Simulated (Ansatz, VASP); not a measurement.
**Tc: VASP beside Ansatz**

Contents of INCAR:

```
ALGO = Normal ; EDIFF = 1E-6
ENCUT = 520 ; GGA = CA
ISIF = 2 ; ISMEAR = 1
LASPH = True ; LCHARG = False
LREAL = False ; LWAVE = False
NBANDS = 12 ; NELM = 100
PREC = Accurate ; SIGMA = 0.15
```

The input KPOINTS:

```
k-points
0
Gamma
  15 15 15
```

Contents of POSCAR:

```
Tc
1.0
    0.0000000000      1.9500000000      1.9500000000
    1.9500000000      0.0000000000      1.9500000000
    1.9500000000      1.9500000000      0.0000000000
Tc
1
Direct
    0.0000000000      0.0000000000      0.0000000000
```

Input for Ansatz:

```yaml
crystal:
  lattice:
    - [0.0, 1.95, 1.95]
    - [1.95, 0.0, 1.95]
    - [1.95, 1.95, 0.0]
  atoms:
    - { symbol: Tc, position: [0.0, 0.0, 0.0] }
kpoints:
  mp_grid:
    grid: [15, 15, 15]
hamiltonian:
  xc: lda
  pseudopotentials:
    kind: paw
scf:
  occupations:
    method: cold
    width: 0.15
output:
  forces: true
  stress: true
  eigenvalues: true
```

This isn't the form of Tc at room conditions, which is hcp.

Alike in both runs: task single point; functional LDA; k mesh 15 × 15 × 15; no spin polarisation.

|  | VASP | Ansatz |
| --- | --- | --- |
| version | VASP 6.6.1 | Ansatz 0.2.0 |
| potentials or method | VASP PAW LDA potentials, release 64 (Tc_pv) | plane waves, PAW |
| plane-wave cutoff (eV) | 520 | 500 |
| occupations | methfessel-paxton of order 1, width 0.15 eV | cold, width 0.15 eV |
| valence electrons in the cell | 13 | 15 |

```csv
,VASP,Ansatz,Ansatz less VASP
gap on the k mesh at the Fermi level (eV),none,none,-
pressure (GPa),-20.5,-20.5,-0.02
```

A gap of «none» marks a metal or a gap that the smearing closes. The two sets of potentials don't hold the same shells in valence.

Caveats: so large a pressure means that the cell lies far from this level's equilibrium, or that cutoff or potentials fall short (VASP).
